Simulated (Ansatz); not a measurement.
## Computed against measured: atomisation enthalpy at 298 K

6 molecules of light elements (H to F); the atomisation enthalpy at 298 K in kJ/mol, computed less measured. Shapes, held fixed at every level: PBE0-D4/def2-TZVP. Flexible molecules stand in one conformer, not always the lowest. Thermal terms are harmonic and unscaled (PBE0-D4/def2-TZVP); the spin-orbit lowering of the free atoms is taken from their spectra. Programs: Ansatz 0.2.0. Measured values: Active Thermochemical Tables, CRC Handbook of Chemistry and Physics.

Levels: A = SPW92/def2-TZVPP; B = B2PLYP/def2-TZVPP; C = CCSD(T)/def2-SVP.

```tsv
molecule	from tabulated heats	A	B	C
CH3 (methyl radical)	1224	+130	-5	-52
HOCN (cyanic acid)	1671	+354	-9	-121
C2H5O (ethoxy radical)	2784	+442	-20	-128
C3H8 (propane)	3999	+503	-36	-151
C4H10O (SMILES CCCCO)	5572	+797	-64	-244
C6H10 (3-methylcyclopentene)	6474	+927	-72	-244
```

(1) Which level does best on this set, which worst, and which err to one side?

## Answers

(1) 
| level | kind | mean error | mean absolute error | worst case |
| --- | --- | --- | --- | --- |
| SPW92/def2-TZVPP | LDA | +525.5 | 525.5 | C6H10 |
| B2PLYP/def2-TZVPP | double hybrid | -34.3 | 34.3 | C6H10 |
| CCSD(T)/def2-SVP | coupled cluster or CI | -156.7 | 156.7 | C4H10O |

On this set B2PLYP/def2-TZVPP has the smallest mean absolute error and SPW92/def2-TZVPP the largest. SPW92/def2-TZVPP is too high in 6 of 6; B2PLYP/def2-TZVPP is too low in 6 of 6; CCSD(T)/def2-SVP is too low in 6 of 6. For SPW92/def2-TZVPP and B2PLYP/def2-TZVPP and CCSD(T)/def2-SVP the error grows with the size of the molecule. Correlated wave functions converge slowly with the basis. Open shells run unrestricted. The set is small.
